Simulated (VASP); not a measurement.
Here is the system:

```yaml
crystal:
  lattice:
    - [2.69000, 0.00000, 0.00000]
    - [0.00000, 2.69000, 0.00000]
    - [0.00000, 0.00000, 3.70000]
  atoms:
    - { symbol: Co, position: [0.00000, 0.00000, 0.00000], spin: 2.0 }
    - { symbol: Pt, position: [0.50000, 0.50000, 0.50000] }
```

Method: PBE GGA + U (Dudarev), VASP's PBE PAW potentials (set 64) (plane waves; VASP). Settings: 400 eV cut-off, 12×12×9 Γ-centred mesh, first-order Methfessel-Paxton smearing of 0.10 eV, potentials Co Pt, U − J: Co 2.00 eV.

Give the stress tensor in GPa (positive for a compressed cell).

```
4.07  0.00  0.00
0.00  4.07  0.00
0.00  0.00  6.75
```
The pressure is its mean diagonal, 4.96 GPa.

The compound is CoPt in the L1_0 structure. The cell was not relaxed at this level. The run is one of a series of settings (LDAU = .TRUE., LDAUJ = 0 0, LDAUL = 2 -1, LDAUTYPE = 2, LDAUU = 2.0 0 against the base run), some of them coarse on purpose.
